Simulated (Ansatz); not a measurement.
# TiTe2 monolayer (1T) under uniaxial strain along a, the zigzag direction, with the width clamped, part 2 of 3

Aim: how do the optical modes of TiTe2 monolayer (1T) shift and split under this strain?

Ansatz 0.2.0; DFT PBE, scalar-relativistic, plane waves, PAW; PAW set soft_1.

So far: The structure; A rough relaxation first; Bringing the structure to rest.

**4. Tight relaxation**

Phonons need small forces and stress, so the relaxation is finished with tight tolerances on 12×12×1 k points.

Contents of input.yaml:

```yaml
crystal:
  lattice:
    - [3.7538330906, 0.0, 0.0]
    - [-1.8769165453, 3.2509148181, 0.0]
    - [0.0, 0.0, 30.424]
  atoms:
    - { symbol: Ti, position: [0.0, 0.0, 0.328687878] }
    - { symbol: Te, position: [0.3333333333, 0.6666666667, 0.3859565477] }
    - { symbol: Te, position: [0.6666666667, 0.3333333333, 0.2714192083] }
  periodic: [true, true, false]
kpoints:
  mp_grid: { grid: [12, 12, 1] }
hamiltonian:
  xc: pbe
  pseudopotentials: { kind: paw, azcp: { folder: soft_1 } }
scf:
  occupations: { method: methfessel_paxton, width: 0.2 }
output:
  forces: true
  stress: true
  eigenvalues: true
  write_density: true
  write_potential: true
  elf: true
  volumetric_format: npy
relax:
  adjacent_minimum: "off"
  f_tol: 0.001
  max_steps: 60
  cell: { stress_2d_tol: 0.002 }
```

The run is started by

```console
$ ansatz run input.yaml --threads 8 --pin off --max-ram 16384MiB --backend cpu --events-out ev --progress --plain --runs-dir out
```

Numbers of over 12 decimals in the logs are rounded to 6 here.

Log:

```text
[...]
Crystal: 3 atoms, lattice volume = 371.276 Å³
Basis set: ecut = 420 eV, 7313 PW (Γ), exchange–correlation on 54×54×432 points (8 copies of the dense FFT grid, shifted against one another)
Bands: 27, of which v1, the nominal top of the filled ones, is band 22 counted from 1 (21 counted from 0)
Symmetry: 12 space group operations
[...]
k-points: 19 of 144
[...]
--- Relaxed structure (3 steps of the walk, 2 accepted, 1 SCFs on fresh bases) ---
[...]
cell:  # Å, volume = 371.3066 Å³
    - [3.753988, 0.0, 0]
    - [-1.876994, 3.251049, 0]
    - [0, 0, 30.424]
  atoms:
    - { symbol: Ti, position: [0, 0, 0.328688] }
    - { symbol: Te, position: [0.333333, 0.666667, 0.385943] }
    - { symbol: Te, position: [0.666667, 0.333333, 0.271433] }
[key lines of the parts left out:]
SCF converged after 10 iterations
Free energy (F): -16461.850823 eV
Fermi energy:    -4.838961 eV
P = ½ c Tr σ = 0.0009 N/m
```

Run time: 3.7 s. Hardware: 8 threads of AMD EPYC 9B45 (Zen 5), shared host; peak memory 1.1 GiB; 25 s of CPU time.

Little changed from the start: no atom moved by 0.005 Å and no cell edge by 0.1 %.

Valence density in the ac plane at fractional y = 0.333, with atoms of Te within 0.2 Å of it. It is the smooth field of the valence electrons, not physical close to the nuclei.

Values in e/Å³, 24 rows by 14 columns, each cell a mean:
```
 0  0  0  0  0  0  0  0  0  0  0  0  0  0
 0  0  0  0  0  0  0  0  0  0  0  0  0  0
 0  0  0  0  0  0  0  0  0  0  0  0  0  0
 0  0  0  0  0  0  0  0  0  0  0  0  0  0
 0  0  0  0  0  0  0  0  0  0  0  0  0  0
 0  0  0  0  0  0  0  0  0  0  0  0  0  0
 0  0  0  0  0  0  0  0  0  0  0  0  0  0
 0  0  0  0  0  0  0  0  0  0  0  0  0  0
 0  0  0  0  0  0  0  0  0  0  0  0  0  0
 0  0  0  0  0  0  0  0  0  0  0  0  0  0
 0  0  0  0  0  0  0  0  0  0  0  0  0  0
 0  0  0  0  0  0  0  0  0  0  0  0  0  0
 0  0  0  0  0  0  0  0  0  0  0  0  0  0
 0  0  0  0  0  0  0  0  0  0  0  0  0  0
 0  0  0  0  0  0  0  0  0  0  0  0  0  0
 0  0  0  0  0  0  0  0  0  0  0  0  0  0
 0  0  0  0  0  0  0  0  1  1  1  1  0  0
 0  0  0  0  0  0  1  3  7 11  9  4  1  1
 0  0  0  0  0  0  0  0  0  0  0  0  0  0
 0  0  0  0  0  0  0  0  0  0  0  0  0  0
 0  0  0  0  0  0  0  0  0  0  0  0  0  0
 0  0  0  0  0  0  0  0  0  0  0  0  0  0
 0  0  0  0  0  0  0  0  0  0  0  0  0  0
 0  0  0  0  0  0  0  0  0  0  0  0  0  0
```
Columns run along a (3.8 Å), rows up along c (30.4 Å). Atoms in or near the plane, at fractional coordinates: Te at (0.67, 0.27).

Electrostatic potential energy in the ac plane at fractional y = 0.333, with atoms of Te within 0.2 Å of it. With pseudopotentials it is smooth inside the atoms' cores, unlike the true potential.

Ten even steps from '_' (-13 eV) to '@' (0 eV), each cell a mean:
```
@@@@@@@@@@@@@@@@@@@@@@@@@@@@
@@@@@@@@@@@@@@@@@@@@@@@@@@@@
@@@@@@@@@@@@@@@@@@@@@@@@@@@@
@@@@@@@@@@@@@@@@@@@@@@@@@@@@
@@@@@@@@@@@@@@@@@@@@@@@@@@@@
@@@@@@@@@@@@@@@@@@@@@@@@@@@@
@@@@@@@@@@@@@@@@@@@@@@@@@@@@
@@@@@@@@@@@@@@@@@@@@@@@@@@@@
@@@@@@@@@@@@@@@@@@@@@@@@@@@@
@@@@@@@@@@@@@@@@@@@@@@@@@@@@
@@@@@@@@@@@@@@@@@@@@@@@@@@@@
@@@@@@@@@@@@@@@@@@@@@@@@@@@@
@@@@@@@@@@@@@@@@@@@@@@@@@@@@
@@%%%%%%@@@@@@@@@@@@@@@@@@@@
==::....--++##%%@@@@@@%%%%**
==--::--==**##%%%%@@%%%%##**
++======++++==----------====
++##%%%%**::____--**++______
@@@@@@@@@@%%##**++++++****%%
@@@@@@@@@@@@@@@@@@@@@@@@@@@@
@@@@@@@@@@@@@@@@@@@@@@@@@@@@
@@@@@@@@@@@@@@@@@@@@@@@@@@@@
@@@@@@@@@@@@@@@@@@@@@@@@@@@@
@@@@@@@@@@@@@@@@@@@@@@@@@@@@
```
Columns run along a (3.8 Å; values clipped at the 3rd and 97th percentile), rows up along c (30.4 Å). Atoms in or near the plane, at fractional coordinates: Te at (0.67, 0.27).

ELF in the ac plane at fractional y = 0.333, with atoms of Te within 0.2 Å of it. It is the smooth field of the valence electrons, not physical close to the nuclei.

Values, 24 rows by 14 columns, each cell a mean:
```
0.00 0.00 0.00 0.00 0.00 0.00 0.00 0.00 0.00 0.00 0.00 0.00 0.00 0.00
0.00 0.00 0.00 0.00 0.00 0.00 0.00 0.00 0.00 0.00 0.00 0.00 0.00 0.00
0.00 0.00 0.00 0.00 0.00 0.00 0.00 0.00 0.00 0.00 0.00 0.00 0.00 0.00
0.00 0.00 0.00 0.00 0.00 0.00 0.00 0.00 0.00 0.00 0.00 0.00 0.00 0.00
0.00 0.00 0.00 0.00 0.00 0.00 0.00 0.00 0.00 0.00 0.00 0.00 0.00 0.00
0.00 0.00 0.00 0.00 0.00 0.00 0.00 0.00 0.00 0.00 0.00 0.00 0.00 0.00
0.00 0.00 0.00 0.00 0.00 0.00 0.00 0.00 0.00 0.00 0.00 0.00 0.00 0.00
0.00 0.00 0.00 0.00 0.00 0.00 0.00 0.00 0.00 0.00 0.00 0.00 0.00 0.00
0.00 0.00 0.00 0.00 0.00 0.00 0.00 0.00 0.00 0.00 0.00 0.00 0.00 0.00
0.00 0.00 0.00 0.00 0.00 0.00 0.00 0.00 0.00 0.00 0.00 0.00 0.00 0.00
0.00 0.00 0.00 0.00 0.00 0.00 0.00 0.00 0.00 0.00 0.00 0.00 0.00 0.00
0.00 0.00 0.00 0.00 0.00 0.00 0.00 0.00 0.00 0.00 0.00 0.00 0.00 0.00
0.03 0.05 0.06 0.05 0.04 0.02 0.01 0.00 0.00 0.00 0.00 0.00 0.01 0.01
0.39 0.49 0.53 0.51 0.43 0.30 0.15 0.06 0.02 0.01 0.01 0.03 0.10 0.22
0.63 0.63 0.62 0.63 0.62 0.57 0.40 0.22 0.09 0.05 0.06 0.14 0.33 0.52
0.39 0.41 0.41 0.41 0.39 0.36 0.28 0.20 0.14 0.12 0.12 0.17 0.24 0.33
0.31 0.18 0.11 0.14 0.26 0.41 0.50 0.50 0.46 0.44 0.45 0.49 0.50 0.46
0.59 0.39 0.21 0.30 0.53 0.60 0.49 0.32 0.15 0.10 0.12 0.25 0.43 0.57
0.34 0.12 0.04 0.08 0.25 0.51 0.68 0.73 0.74 0.74 0.74 0.74 0.71 0.61
0.03 0.01 0.00 0.00 0.02 0.06 0.15 0.23 0.29 0.32 0.31 0.26 0.18 0.10
0.00 0.00 0.00 0.00 0.00 0.00 0.00 0.01 0.01 0.01 0.01 0.01 0.00 0.00
0.00 0.00 0.00 0.00 0.00 0.00 0.00 0.00 0.00 0.00 0.00 0.00 0.00 0.00
0.00 0.00 0.00 0.00 0.00 0.00 0.00 0.00 0.00 0.00 0.00 0.00 0.00 0.00
0.00 0.00 0.00 0.00 0.00 0.00 0.00 0.00 0.00 0.00 0.00 0.00 0.00 0.00
```
Columns run along a (3.8 Å), rows up along c (30.4 Å). Atoms in or near the plane, at fractional coordinates: Te at (0.67, 0.27).

The largest force component left is 0.038 meV/Å, within the tolerances set.

**5. Modes at rest**

The force constants come from the linear response of the density to a displacement.

The modes at rest are the reference of the series.

input.yaml, the sections that differ from step 4:

```yaml
crystal:
  lattice:
    - [3.7539879042, 0.0, 0.0]
    - [-1.8769939521, 3.2510488906, 0.0]
    - [0.0, 0.0, 30.424]
  atoms:
    - { symbol: Ti, position: [0.0, 0.0, 0.328687878] }
    - { symbol: Te, position: [0.3333333333, 0.6666666667, 0.3859427272] }
    - { symbol: Te, position: [0.6666666667, 0.3333333333, 0.2714330288] }
  periodic: [true, true, false]
output:
  eigenvalues: true
phonons:
  method: dfpt
# kpoints, hamiltonian, scf: as in step 4
# relax: removed
```

Log:

```text
Warning: crystal.symmetry: narrowed to the stabiliser of the run's FFT grids — unitary ops 12 → 6. A phonons.method: dfpt run fills in the rows of the dynamical matrix that it does not solve by its symmetry operations, which is exact only for operations that map its FFT grids onto themselves: filled in by any other, the frequencies could depend on the order in which like atoms are typed, or, by more than the grids' own error, on where the crystal sits among the grids' points. Excluded: 6 operations. The run can therefore solve more perturbations, solve them on more k-points, or both, and cost more. [rest of the remark cut]
[...]
Crystal: 3 atoms, lattice volume = 371.307 Å³
Basis set: ecut = 420 eV, 7313 PW (Γ), exchange–correlation on 54×54×432 points (8 copies of the dense FFT grid, shifted against one another)
Bands: 27, of which v1, the nominal top of the filled ones, is band 22 counted from 1 (21 counted from 0)
Symmetry: 12 space group operations
k-points: 43 of 144 (irreducible under 2 space group operations, time reversal used)
[...]
SCF iter   1: F=—  HF=-16462.154143 eV  |F-HF|=—  |Δ(HF+E_count)|=         —  Δρ=1.33e-2  dr2=1.44e0  ethr=3.10e-3  ⟨swp⟩=13.2  Hψ=7604  notcnv=0
[...]
SCF iter  11: F=-16461.850823 eV  HF=-16461.850823 eV  |F-HF|=1.89e-10  |Δ(HF+E_count)|=   1.56e-9  S|Δr|=    0.00e0  Δρ=3.38e-8  dr2=7.50e-12  ethr=1.00e-12  ⟨swp⟩=12.8  Hψ=9515  notcnv=0
SCF 1 converged in 11 iterations: F = -16461.850823 eV  dr2 = 7.50e-12
[...]
DFPT response loops at Γ: preconditioner auto → none (partly filled bands, converged f_vac=0.750); β = 0.50; Broyden in place of MSR1
SCF converged after 11 iterations
[...]
Free energy (F): -16461.850823 eV
[...]
Internal energy: -16461.854846 eV  (E = F + TS)
E sigma→0 (E₀):  -16461.851828 eV
Entropy (-TS):   0.004024 eV (1.341 meV/atom)
Fermi energy:    -4.838960 eV
[...]
--- Band table (eV; the first three rows and the last of 43) ---
  k-point 0: bands = [... 18 lower, -6.3069, -6.2712, -4.4164, -4.4164, -4.3395, -3.6978, -3.6978, -1.4832, ... 1 higher]
  k-point 1: bands = [... 18 lower, -6.2965, -5.9301, -4.8839, -4.6422, -4.3898, -3.6837, -3.5466, -1.9351, ... 1 higher]
  k-point 2: bands = [... 18 lower, -6.2842, -6.0315, -5.7260, -5.0130, -4.4855, -3.6123, -3.3992, -2.5336, ... 1 higher]
  k-point 42: bands = [... 18 lower, -7.4913, -7.1201, -7.0842, -6.4677, -3.9617, -3.7417, -3.4611, -2.8658, ... 1 higher]
--- Phonons (Γ-DFPT): 6 representative perturbations + reference, on 43 of 144 k-points (Σ response iterations 31) ---
  ASR residual: 1.144e-4 → 0.000e0 eV/Å²; symmetrization residual: 2.406e-5 eV/Å²
  The last average, over the group as it would stand without the narrowing to the FFT grids, took up to 3.220e-6 eV/Å² of the zone centre's force constants
  ASR residual per site (eV/Å²): 1.14e-4 4.08e-5 3.46e-5
  Γ frequencies (cm⁻¹): 0.00 0.00 0.00 92.21 92.21 134.03 155.11 155.11 261.80
  non-analytic LO–TO correction: not included (Born effective charges unavailable; polar crystals: no LO–TO splitting at Γ)
```

Elapsed: 21 s, on 8 threads; peak memory 2 GiB.

The column dr2 measures how far the density is from self-consistency, as an energy; F and HF (Harris–Foulkes) agree once it is small.

Numbers from this step:

```yaml
sum_rule_residual_before_enforcement: 1.14e-4 eV/Å²
point_group: -3m
highest_optical_mode_at_the_zone_centre_no_lo_to_term: 261.8 cm⁻¹
lowest_optical_zone_centre_mode: 92.21 cm⁻¹
```

Patterns of degenerate modes are one choice out of their space. The modes at Γ (shares of kinetic energy by element, %):

| mode | frequency (cm⁻¹) | symmetry | Ti % | Te % |
| --- | --- | --- | --- | --- |
| 1 | 0.0 | acoustic | 16 | 84 |
| 2 | 0.0 | acoustic | 16 | 84 |
| 3 | 0.0 | acoustic | 16 | 84 |
| 4 | 92.2 | Eg | 0 | 100 |
| 5 | 92.2 | Eg | 0 | 100 |
| 6 | 134.0 | A1g | 0 | 100 |
| 7 | 155.1 | Eu | 84 | 16 |
| 8 | 155.1 | Eu | 84 | 16 |
| 9 | 261.8 | A2u | 84 | 16 |

Displacements in mode 5 (92.2 cm⁻¹), the largest set to 1:
```
Ti1  0.00  0.00  0.00
Te2  0.39  1.00  0.00
Te3 -0.39 -1.00  0.00
```

Displacements in mode 8 (155.1 cm⁻¹), the largest set to 1:
```
Ti1  0.00  1.00  0.00
Te2  0.00 -0.19  0.00
Te3  0.00 -0.19  0.00
```

Before it was imposed, the acoustic sum rule was missed by 1.1e-4 eV/Å². Small misses are needed for a sound result but don't prove that mesh and cutoff are converged. The lowest optical mode is real, 92.2 cm⁻¹.

**6. Relaxation of a member: uniaxial strain of +5 % along a, the zigzag direction, with the width clamped**

The cell takes a uniaxial strain of +5 % along a, the zigzag direction, with the width clamped. The cell is held, and the atoms relax in it.

input.yaml, the sections that differ from step 5:

```yaml
crystal:
  lattice:
    - [3.9416872993, 0.0, 0.0]
    - [-1.9708436496, 3.2510488906, 0.0]
    - [0.0, 0.0, 30.424]
  atoms:
    - { symbol: Ti, position: [0.0, 0.0, 0.328687878] }
    - { symbol: Te, position: [0.3364915243, 0.6729830486, 0.3848587851] }
    - { symbol: Te, position: [0.6635084757, 0.3270169514, 0.2725169709] }
  periodic: [true, true, false]
output:
  forces: true
  stress: true
  eigenvalues: true
relax:
  adjacent_minimum: "off"
  f_tol: 0.001
  max_steps: 60
# kpoints, hamiltonian, scf: as in step 5
# phonons: removed
```

Log:

```text
[...]
--- Relaxed structure (4 steps of the walk, 3 accepted, 0 SCFs on fresh bases) ---
  F+E_penalty+E_count = -16461.81073576 eV   max|allowed force component| = 5.192e-4 eV/Å
  cell:  # Å, volume = 389.8719 Å³
    - [3.9416872993, -3.0310852501486936e-11, 0.0]
    - [-1.970843649625, 3.251049, 0.0]
    - [0.0, 0.0, 30.424]
  atoms:
    - { symbol: Ti, position: [0.0, 0.0, 0.328688] }
    - { symbol: Te, position: [0.337220, 0.674440, 0.384590] }
    - { symbol: Te, position: [0.662780, 0.325560, 0.272786] }
[key lines of the parts left out:]
SCF converged after 5 iterations
Free energy (F): -16461.810736 eV
Fermi energy:    -4.922738 eV
P = ½ c Tr σ = -1.2569 N/m
```

Run time: 5.5 s. Hardware: 8 threads; peak memory 1.2 GiB.

Step by step:

| step | energy less that of the first step (eV) | largest force component (eV/Å) |
| --- | --- | --- |
| 1 | 0.0000 | 0.0634 |
| 2 | 0.0005 | 0.0941 |
| 3 | -0.0006 | 0.0030 |
| 4 | -0.0006 | 0.0005 |

Relaxation step 2 was tried and not accepted.

Forces are held to the 4 operations that the run works with; a distortion that breaks them can't arise in this run.

Final coordinates:

```cif
data_structure
_symmetry_space_group_name_H-M 'P 1'
_symmetry_Int_Tables_number 1
_cell_length_a 3.9417
_cell_length_b 3.8018
_cell_length_c 30.4240
_cell_angle_alpha 90.000
_cell_angle_beta 90.000
_cell_angle_gamma 121.225
_cell_volume 389.87
loop_
_atom_site_label
_atom_site_type_symbol
_atom_site_fract_x
_atom_site_fract_y
_atom_site_fract_z
_atom_site_occupancy
Ti1 Ti 0.00000 0.00000 0.32869 1
Te2 Te 0.33722 0.67444 0.38459 1
Te3 Te 0.66278 0.32556 0.27279 1
```

Numbers from this step:

```
area per atom : 4.272 Å²
```

The largest force component left is 0.52 meV/Å.

**7. Modes of this member: uniaxial strain of +5 % along a, the zigzag direction, with the width clamped**

The zone-centre modes follow for uniaxial strain of +5 % along a, the zigzag direction, with the width clamped.

input.yaml, the sections that differ from step 6:

```yaml
crystal:
  lattice:
    - [3.9416872993, 0.0, 0.0]
    - [-1.9708436496, 3.2510488906, 0.0]
    - [0.0, 0.0, 30.424]
  atoms:
    - { symbol: Ti, position: [0.0, 0.0, 0.328687878] }
    - { symbol: Te, position: [0.337220131, 0.674440262, 0.3845896487] }
    - { symbol: Te, position: [0.662779869, 0.325559738, 0.2727861073] }
  periodic: [true, true, false]
output:
  eigenvalues: true
phonons:
  method: dfpt
# kpoints, hamiltonian, scf: as in step 6
# relax: removed
```

Log:

```text
[...]
Crystal: 3 atoms, lattice volume = 389.872 Å³
Basis set: ecut = 420 eV, 7693 PW (Γ), exchange–correlation on 54×54×432 points (8 copies of the dense FFT grid, shifted against one another)
Bands: 27, of which v1, the nominal top of the filled ones, is band 22 counted from 1 (21 counted from 0)
Symmetry: 4 space group operations
k-points: 43 of 144 (irreducible under 2 space group operations, time reversal used)
[...]
SCF iter  12: F=-16461.810736 eV  HF=-16461.810736 eV  |F-HF|=7.28e-12  |Δ(HF+E_count)|=  2.51e-10  S|Δr|=    0.00e0  Δρ=1.41e-8  dr2=6.44e-13  ethr=1.00e-12  ⟨swp⟩=8.3  Hψ=6108  notcnv=0
SCF 1 converged in 12 iterations: F = -16461.810736 eV  dr2 = 6.44e-13
[...]
SCF converged after 12 iterations
[...]
Free energy (F): -16461.810736 eV
[...]
Internal energy: -16461.814352 eV  (E = F + TS)
E sigma→0 (E₀):  -16461.811640 eV
Entropy (-TS):   0.003616 eV (1.205 meV/atom)
Fermi energy:    -4.922729 eV
[...]
--- Band table (eV; the first three rows and the last of 43) ---
  k-point 0: bands = [... 18 lower, -6.4458, -6.1032, -4.6676, -4.5222, -4.3567, -4.2112, -3.8804, -1.7998, ... 1 higher]
  k-point 1: bands = [... 18 lower, -6.6814, -5.8301, -4.9779, -4.9481, -4.4349, -3.9764, -3.8569, -2.0895, ... 1 higher]
  k-point 2: bands = [... 18 lower, -6.6752, -6.0212, -5.6136, -5.4163, -4.5268, -3.7807, -3.7661, -2.6447, ... 1 higher]
  k-point 42: bands = [... 18 lower, -7.6033, -7.1919, -7.0617, -6.4098, -4.1093, -3.8906, -3.8212, -2.9331, ... 1 higher]
[...]
ASR residual: 2.117e-4 → 0.000e0 eV/Å²; symmetrization residual: 8.038e-5 eV/Å²
[...]
ASR residual per site (eV/Å²): 2.12e-4 1.09e-4 1.01e-4
  Γ frequencies (cm⁻¹): 0.00 0.00 0.00 91.43 92.89 130.50 131.37 139.67 245.93
[...]
```

Elapsed: 28 s, on 8 threads; peak memory 2.1 GiB; 3.4 min of CPU time.

Numbers from this step:

| Property | Result |
| --- | --- |
| sum-rule residual before enforcement | 2.12e-4 eV/Å² |
| point group | 2/m |
| highest optical mode at the zone centre (no LO-TO term) | 245.9 cm⁻¹ |
| lowest optical zone-centre mode | 91.43 cm⁻¹ |

Patterns of degenerate modes are one choice out of their space. Modes at Γ, with each element's share of the kinetic energy:

| mode | frequency (cm⁻¹) | symmetry | Ti % | Te % |
| --- | --- | --- | --- | --- |
| 1 | 0.0 | acoustic | 16 | 84 |
| 2 | 0.0 | acoustic | 16 | 84 |
| 3 | 0.0 | acoustic | 16 | 84 |
| 4 | 91.4 | Bg | 0 | 100 |
| 5 | 92.9 | Ag | 0 | 100 |
| 6 | 130.5 | Ag | 0 | 100 |
| 7 | 131.4 | Bu | 84 | 16 |
| 8 | 139.7 | Au | 84 | 16 |
| 9 | 245.9 | Bu | 84 | 16 |

The lowest optical mode is real, 91.4 cm⁻¹, and the highest lies at 245.9 cm⁻¹.

For the highest optical mode at the zone centre (no LO-TO term), step 5 gave 262 cm⁻¹; this run, with strain 5 %, gives 246 cm⁻¹ (-6 %).

**8. A member of the series: uniaxial strain of -3 % along a, the zigzag direction, with the width clamped**

The cell takes a uniaxial strain of -3 % along a, the zigzag direction, with the width clamped. The cell is held, and the atoms relax in it.

input.yaml, the sections that differ from step 7:

```yaml
crystal:
  lattice:
    - [3.6413682672, 0.0, 0.0]
    - [-1.8206841336, 3.2510488906, 0.0]
    - [0.0, 0.0, 30.424]
  atoms:
    - { symbol: Ti, position: [0.0, 0.0, 0.328687878] }
    - { symbol: Te, position: [0.3317039988, 0.6634079976, 0.3865000725] }
    - { symbol: Te, position: [0.6682960012, 0.3365920024, 0.2708756835] }
  periodic: [true, true, false]
output:
  forces: true
  stress: true
  eigenvalues: true
relax:
  adjacent_minimum: "off"
  f_tol: 0.001
  max_steps: 60
# kpoints, hamiltonian, scf: as in step 7
# phonons: removed
```

Log:

```text
[...]
Crystal: 3 atoms, lattice volume = 360.167 Å³
Basis set: ecut = 420 eV, 7033 PW (Γ), exchange–correlation on 50×50×432 points (8 copies of the dense FFT grid, shifted against one another)
Bands: 27, of which v1, the nominal top of the filled ones, is band 22 counted from 1 (21 counted from 0)
Symmetry: 4 space group operations
[...]
--- Relaxed structure (5 steps of the walk, 4 accepted, 0 SCFs on fresh bases) ---
  F+E_penalty+E_count = -16461.83514794 eV   max|allowed force component| = 3.409e-5 eV/Å
  cell:  # Å, volume = 360.1674 Å³
    - [3.6413682672, 0.0, 0.0]
    - [-1.8206841336, 3.2510488906, 0.0]
    - [0.0, 0.0, 30.424]
  atoms:
    - { symbol: Ti, position: [0.0, 0.0, 0.328687878] }
    - { symbol: Te, position: [0.330917, 0.661833, 0.386782] }
    - { symbol: Te, position: [0.669083, 0.338167, 0.270594] }
[key lines of the parts left out:]
SCF converged after 4 iterations
Free energy (F): -16461.835148 eV
Fermi energy:    -4.763405 eV
P = ½ c Tr σ = 0.8923 N/m
```

The job ended after 6.8 s (8 threads; peak memory 1.1 GiB; 49 s of CPU time).

Step by step:

| step | energy less that of the first step (eV) | largest force component (eV/Å) |
| --- | --- | --- |
| 1 | 0.0000 | 0.0762 |
| 2 | 0.0008 | 0.1134 |
| 3 | -0.0008 | 0.0029 |
| 4 | -0.0008 | 0.0013 |
| 5 | -0.0008 | 0.0000 |

Relaxation step 2 was tried and not accepted.

The run keeps the 4 symmetry operations that it works with, so distortions that break them were not tested.

Final coordinates:

```xyz
3
Lattice="3.6414 0.0000 0.0000 -1.8207 3.2510 0.0000 0.0000 0.0000 30.4240" Properties=species:S:1:pos:R:3
Ti    0.0000    0.0000   10.0000
Te    0.0000    2.1517   11.7674
Te    1.8207    1.0994    8.2326
```

Numbers from this step:

```
area per atom : 3.946 Å²
```

The largest force component left is 0.034 meV/Å.

(Continued in part 3 of 3.)

[Logs are printed without paths, hosts, clocks, repeated set-up lines and the standing remarks that a program may print on its own settings, such as how far it seeks lower states.]

[Hosts, paths, dates, database ids (printed as entryN), source tags and the programs' standing remarks are cut or masked in the printed files.]
